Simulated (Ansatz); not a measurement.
# EuO: the cost of one run

Program: the Python package of Ansatz 0.2.0. The levels of theory stand in the script. These are calculated values, not measurements.

## Step 1: The system

Symmetry: Fm-3m, No. 225, cubic system. Conventional cell: a = 5.144 Å, b = 5.144 Å, c = 5.144 Å, α = 90.00°, β = 90.00°, γ = 90.00°. Around Eu (site symmetry m-3m) lie 6 O at 2.57 Å. O (site symmetry m-3m) has 6 Eu at 2.57 Å as nearest neighbours.

The script holds or builds the structure itself.

## Step 2: Script

The input, euo.py:

```python
'''One structure of EuO under several functionals.'''

import logging
import sys

import ansatz
import numpy as np

logging.basicConfig(stream=sys.stdout, format='%(levelname)s %(message)s')
logger = logging.getLogger('run')
logger.setLevel(logging.INFO)

vectors = np.array([
    [0.0, 2.57195, 2.57195],
    [2.57195, 0.0, 2.57195],
    [2.57195, 2.57195, 0.0],
])
system = (
    ansatz.Lattice.of(vectors)
    .atom('Eu', (0.0, 0.0, 0.0))
    .atom('O', (0.5, 0.5, 0.5))
    .moments(Eu=4.9)
)

calc = (
    system.calculation()
    .spin('collinear')
    .occupations(ansatz.OccupationsMethod.METHFESSEL_PAXTON, width=0.1)
    .basis(450)
    .kpoints(mesh=(8, 8, 8))
    .scf(tolerance=1e-07)
    .forces()
    .stress()
)

rows = []
for value in ['pbe', 'lda', 'revpbe', 'rpbe', 'pbesol']:
    rep = calc.functional(value).run(threads=1).report
    rows.append((value, rep['free_energy_ev'] / len(rep['lattice']['sites']), rep['n_iterations'], sum(rep['stress_gpa'][i][i] for i in range(3)) / 3, max(abs(f) for row in rep['forces_ev_ang'] for f in row), rep['magnetization_mub'], rep['n_kpoints']))

logger.info('  functional   F/atom (eV)    iterations       P (GPa)  max component (eV/A)  moment (muB)      k-points')
for row in rows:
    logger.info(f'{str(row[0]):>12s}  {row[1]:12.5f}  {row[2]:12d}  {row[3]:12.3f}  {row[4]:20.4f}  {row[5]:12.3f}  {row[6]:12d}')
```

## Step 3: Launch

Run with:

```bash
$ python euo.py
```

**Question.** How long does this script take on 1 thread of Arm Neoverse V1, shared host, and how much memory does it need?

About 29 s, with a peak of 0.44 GiB.
